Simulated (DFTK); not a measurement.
## HfC: single point with LDA+U

The system is HfC.

```
CELL_PARAMETERS angstrom
0.00000 2.32500 2.32500
2.32500 0.00000 2.32500
2.32500 2.32500 0.00000
ATOMIC_POSITIONS crystal
Hf 0.50000 0.50000 0.50000
C 0.00000 0.00000 0.00000
```

```
Program             : DFTK 0.8.2
Task                : single point
Functional          : LDA
Potentials or basis : dojo.nc.sr.lda.v0_4_1.standard.upf (LDA)
Cutoff              : 1116 eV
k mesh              : 5 × 5 × 5
Occupations         : fermi-dirac, width 0.05 eV
Spin                : no spin polarisation
Hubbard terms       : Hf d U = 0 eV
```

```json
{
 "Pressure": "-13.2 GPa",
 "Band gap on the k mesh": "none (metal or under the smearing width)"
}
```

Levels at points of the mesh, in eV from the Fermi level:
```
           k point  band 4  band 5  band 6  band 7  band 8  band 9  band 10  band 11  band 12  band 13
(0.00, 0.00, 0.00)  -29.37  -12.02    1.20    1.20    1.20    1.45     1.45     1.45     3.48     3.48
```

Eigenvalues of the final occupation matrices:
```
     site  spin  trace               eigenvalues
atom 1 Hf     1   1.43  0.24 0.24 0.24 0.36 0.36
```

Run time: 4 min on 1 thread of AMD EPYC 9R45 96-Core Processor (Zen 5), on a shared host, peak memory 2.5 GiB.

Caveat: the k mesh is coarse (spacing up to 0.47 Å⁻¹), so the values aren't converged; the Hubbard orbitals reach further out than in other programs, which can move energies by up to some tens of meV an atom; U without spin polarisation on a metal has little footing; the U is typed as a test and isn't derived for this compound. Spin-orbit coupling is left out, which matters for the levels of Hf.
